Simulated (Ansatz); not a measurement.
**Relaxing Sn**

Theory: DFT PBE, scalar-relativistic, plane waves, PAW (Ansatz).

The start puts Sn on the sites of a reported Bi cell (C2/m, No. 12), at a guessed volume.

The final relaxation ran on this input, with the default PAW datasets:

```yaml
crystal:
  lattice:
    - [3.3835311994, -2.9513364995, 0.0]
    - [3.3835311994, 2.9513364995, 0.0]
    - [-1.3840788435, 0.0, 2.8570934579]
  atoms:
    - { symbol: Sn, position: [0.2525228939, 0.2525228939, 0.1414134304] }
    - { symbol: Sn, position: [0.7474771061, 0.7474771061, 0.8585865696] }
basis:
  ecutwfc: 420
kpoints:
  mp_grid: { grid: [14, 14, 20] }
hamiltonian:
  xc: pbe
scf:
  occupations: { method: gaussian, width: 0.1 }
output:
  forces: true
  stress: true
  eigenvalues: true
relax:
  adjacent_minimum: "off"
  f_tol: 0.01
  max_steps: 80
  cell: { stress_tol: 0.05 }
```

It can be run as:

```bash
ansatz run input.yaml --threads 1 --pin off --backend cpu --events-out ev --progress --plain --runs-dir out  # memory cap (--max-ram) not shown
```

The program printed at the end:

```
SCF converged after 5 iterations
Free energy (F): -12048.345725 eV
Harris-Foulkes:  -12048.345725 eV  (|F-HF|=2.36e-11)
Internal energy: -12048.341136 eV  (E = F + TS)
E sigma→0 (E₀):  -12048.343431 eV
Entropy (-TS):   -0.004589 eV (-2.294 meV/atom)
Fermi energy:    10.060528 eV
--- Per-component energies (eV) ---
  E_band       = -181.319432
  E_kinetic    = 372.249709
  E_local      = -1762.687549  (includes V_loc(G=0)·N_el)
  E_nonlocal   = -64.882035
  E_hartree    = 1087.640110
  E_xc         = -764.847708
  E_vxc        = -191.674512  (∫ρ·V_xc dr)
  E_paw        = -8272.028679  (= ΣΔE_a)
  E_vpaw       = -709.605109  (= ΣTr[D̂ρ^β])
  E_aug_tail   = -0.000001  (compensation charges beyond the density's cutoff)
  E_ewald      = -2643.784982
  E_smearing   = -0.004589  (= −TS)
  E_closure    =  0.000000  (closes the sum)
  Σ components = -12048.345725   (vs F -12048.345725, Δ=0.00e0)
--- Forces (eV/Å), atoms counted from 1 ---
  atom   1  Sn    -0.00492847     0.00000000    -0.00214844
  atom   2  Sn     0.00492847     0.00000000     0.00214844
  max |Σ_I F_I| component: 0.00e0 eV/Å
--- Stress (GPa, compression-positive) ---
       -0.018845       0.000000      -0.003765
        0.000000       0.002223       0.000000
       -0.003765       0.000000       0.009076
  P = ⅓ Tr σ = -0.0025 GPa (-0.025 kbar)
--- Relaxed structure (4 steps of the walk, 4 accepted, 1 SCFs on fresh bases) ---
  F+E_penalty+E_count = -12048.34572510 eV   max|allowed force component| = 4.928e-3 eV/Å   (the final SCF, on the basis selected at the relaxed cell)
  cell:  # Å, volume = 56.8187 Å³
    - [3.395823, -2.951021, -0.077357]
    - [3.395823, 2.951021, -0.077357]
    - [-1.454428, 0.000000, 2.868070]
  atoms:
    - { symbol: Sn, position: [0.250030, 0.250030, 0.138870] }
    - { symbol: Sn, position: [0.749970, 0.749970, 0.861130] }
```

Total energies depend on the potentials used, so only differences within one code and one set of settings carry meaning.

The result has space group Imma (No. 74). Sn has 6 Sn at 3.08–3.22 Å.

It lies 0.04 eV/atom above the element's standard state at the same level.

The k mesh leaves about 4 meV/atom of noise in metals.

Symmetry constrained the relaxation, so the result can be a saddle point.